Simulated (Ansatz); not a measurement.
# V: from a first guess to the relaxed sc type

First guess:

```yaml
crystal:
  lattice:
    - [2.53186, 0.00000, 0.00000]
    - [0.00000, 2.53186, 0.00000]
    - [0.00000, 0.00000, 2.53186]
  atoms:
    - { symbol: V, position: [0.00000, 0.00000, 0.00000] }
```

Method: DFT, PBE, PAW with Ansatz's default frozen-core files, scalar-relativistic in Ansatz 0.2.0.

Cell and atoms relax within the symmetry of the start on a 14×14×14 k mesh with 0.08 eV Fermi–Dirac smearing, from parallel moments.

The start is built from a prototype, known or not as a phase of this compound; the cutoff is 420 eV.

The magnetic state is the one reached from parallel moments; other orders may lie lower.

Task: What is the pressure of the first guess?

Result: -11.04 GPa.

Task: What does it relax to?

Result: a = 2.449 Å, b = 2.449 Å, c = 2.449 Å, α = 90.00°, β = 90.00°, γ = 90.00° (conventional cell), 14.68 Å³ per atom:
```xyz
1
Lattice="2.4488 0.0000 0.0000 0.0000 2.4488 0.0000 0.0000 0.0000 2.4488" Properties=species:S:1:pos:R:3 pbc="T T T"
V     0.0000    0.0000    0.0000
```

Task: How much energy does the relaxation release?

Result: 57 meV/atom.

Task: What moment does the relaxed primitive cell (1 atom) carry?

Result: 0.00 μB.
